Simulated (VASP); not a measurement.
Mg:

```
Mg
1.0
     3.20930    0.00000    0.00000
    -1.60465    2.77934    0.00000
     0.00000    0.00000    5.21030
Mg
2
Direct
  0.66667 0.33333 0.75000
  0.33333 0.66667 0.25000
```

| Item | Value |
| --- | --- |
| Program | VASP 6.6.1 |
| Task | relaxation of cell and atoms |
| Functional | RPBE |
| Dispersion | D3 |
| Potentials or basis | VASP PAW PBE potentials, release 64 (Mg) |
| Cutoff | 600 eV |
| k mesh | 10 × 10 × 5 |
| Occupations | fermi-dirac, width 0.05 eV |
| Spin | no spin polarisation |

At the start: pressure 0.2 GPa; volume 23.24 Å³/atom.

How do energy, volume and symmetry change on relaxing?

Over 8 steps the energy falls by 2.4 meV/atom and the volume is 23.41 Å³/atom (+0.8 %); space group P6_3/mmc (No. 194, to 0.05 Å).

The path:
| step | energy change (eV) | largest force (eV/Å) | pressure (GPa) | volume (Å³) |
| --- | --- | --- | --- | --- |
| 1 | 0.0000 | 0.0000 | 0.20 | 46.47 |
| 2 | -0.0017 | 0.0000 | 0.08 | 46.67 |
| 3 | -0.0044 | 0.0000 | -0.29 | 47.24 |
| 4 | -0.0044 | 0.0000 | -0.23 | 47.15 |
| 5 | -0.0044 | 0.0000 | -0.25 | 47.18 |
| 6 | -0.0047 | 0.0000 | -0.04 | 46.87 |
| 7 | -0.0047 | 0.0000 | -0.07 | 46.92 |
| 8 | -0.0048 | 0.0000 | -0.01 | 46.82 |

Final structure:
```
CELL_PARAMETERS angstrom
3.18586 0.00000 0.00000
-1.59293 2.75903 0.00000
0.00000 0.00000 5.32709
ATOMIC_POSITIONS crystal
Mg 0.66667 0.33333 0.75000
Mg 0.33333 0.66667 0.25000
```

Caveat: the PAW data sets were made with another functional, which shifts forces and pressure a little; pairwise dispersion overbinds metals, which lowers pressure and volume.
